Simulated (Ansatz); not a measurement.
# C: the cost of one run

Program: Ansatz 0.2.0. Level of theory: DFT PBEsol, scalar-relativistic, plane waves, PAW. These are calculated values, not measurements.

1 further run of the same task is left out (set aside as unsound or not needed).

## Step 1: The starting structure

The structure is trigonal, space group R-3m (No. 166). The conventional cell has a = 2.460 Å, b = 2.460 Å, c = 33.450 Å, α = 90.00°, β = 90.00°, γ = 120.00°. Around C (site symmetry 3m) lie 3 C at 1.42 Å.

As a file:

```
CELL_PARAMETERS angstrom
1.23000 0.71014 11.15000
-1.23000 0.71014 11.15000
0.00000 -1.42028 11.15000
ATOMIC_POSITIONS crystal
C 0.05000 0.05000 0.05000
C 0.95000 0.95000 0.95000
C 0.28300 0.28300 0.28300
C 0.71700 0.71700 0.71700
```

The structure comes from the Crystallography Open Database.

## Step 2: A distortion that keeps the symmetry

The change: strain xx, yy, zz, yz, xz, xy = +1.7, +1.7, -7.3, +0.0, +0.0, +0.0 %; atoms moved by 0.15 Å root mean square, at most 0.19 Å.

Contents of input.yaml:

```yaml
crystal:
  lattice:
    - [1.2503436513, 0.7218862436, 10.330921]
    - [-1.2503436513, 0.7218862436, 10.330921]
    - [0.0, -1.4437724873, 10.330921]
  atoms:
    - { symbol: C, position: [0.0444327501, 0.0444327501, 0.0444327501] }
    - { symbol: C, position: [0.9555672499, 0.9555672499, 0.9555672499] }
    - { symbol: C, position: [0.2860370562, 0.2860370562, 0.2860370562] }
    - { symbol: C, position: [0.7139629438, 0.7139629438, 0.7139629438] }
basis:
  ecutwfc: 420
kpoints:
  mp_grid: { grid: [21, 21, 21] }
hamiltonian:
  xc: pbesol
scf:
  occupations: { method: gaussian, width: 0.1 }
output:
  forces: true
  stress: true
  eigenvalues: true
```

The run is started by

```sh
ansatz run input.yaml --threads 1 --pin off --max-ram 1331MiB --backend cpu --events-out ev --progress --plain --runs-dir out
```

**Question.** How long does this run take on 1 thread of an x86-64 CPU, shared host, and how much memory does it need?

About 65 s, with a peak of 0.77 GiB.
